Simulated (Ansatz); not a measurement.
The calculation used DFT PBE, scalar-relativistic, plane waves, PAW in Ansatz 0.2.0. Settings: cutoff 420 eV, Γ-centred meshes spaced at most about 0.3 Å⁻¹, and about 0.25 Å⁻¹ or finer for metals (2π included), Gaussian smearing. No spin polarisation in the final relaxations.

All energies are static (0 K, no zero-point motion). All come from trial cells, and lower structures may exist.

Question: These unrelaxed guesses for Zr₃SiO₈ are each relaxed within their symmetry. Order them by the energy at which they end, lowest first.
A.

```xyz
12
Lattice="5.1731 0.0000 0.0000 0.0000 5.1731 0.0000 0.0000 0.0000 5.1731" Properties=species:S:1:pos:R:3 pbc="T T T"
Zr    0.0000    0.0000    2.5866
Zr    2.5866    0.0000    0.0000
Zr    0.0000    2.5866    0.0000
Si    2.5866    2.5866    2.5866
O     1.2933    1.2933    3.8799
O     3.8799    1.2933    1.2933
O     1.2933    3.8799    1.2933
O     3.8799    3.8799    3.8799
O     3.8799    3.8799    1.2933
O     1.2933    3.8799    3.8799
O     3.8799    1.2933    3.8799
O     1.2933    1.2933    1.2933
```

B.

```xyz
12
Lattice="3.6363 0.0000 0.0000 0.0000 3.6363 0.0000 0.0000 0.0000 10.4698" Properties=species:S:1:pos:R:3 pbc="T T T"
Zr    0.0000    0.0000    5.2349
Zr    1.8182    1.8182    2.6175
Zr    1.8182    1.8182    7.8524
Si    0.0000    0.0000    0.0000
O     0.0000    1.8182    1.0627
O     0.0000    1.8182    6.2976
O     0.0000    1.8182    3.6801
O     0.0000    1.8182    8.9151
O     1.8182    0.0000    1.5548
O     1.8182    0.0000    6.7897
O     1.8182    0.0000    4.1722
O     1.8182    0.0000    9.4071
```

C.

```xyz
12
Lattice="5.1425 0.0000 0.0000 0.0000 5.1425 0.0000 0.0000 0.0000 5.2349" Properties=species:S:1:pos:R:3 pbc="T T T"
Zr    2.5713    0.0000    0.0000
Zr    0.0000    2.5713    0.0000
Zr    0.0000    0.0000    2.6175
Si    2.5713    2.5713    2.6175
O     3.8569    1.2856    1.0627
O     1.2856    3.8569    1.0627
O     3.8569    1.2856    3.6801
O     1.2856    3.8569    3.6801
O     3.8569    3.8569    1.5548
O     1.2856    1.2856    1.5548
O     3.8569    3.8569    4.1722
O     1.2856    1.2856    4.1722
```

Answer: C (ends in P-43m, 0 meV/atom), B (ends in P-4m2, 0.31 eV/atom), A (ends in Pm-3m, 0.44 eV/atom).

Cells relaxed within their symmetry can be saddle points. Some structure types and database cells were kept out of the candidates from the start, so a known form may be missing.
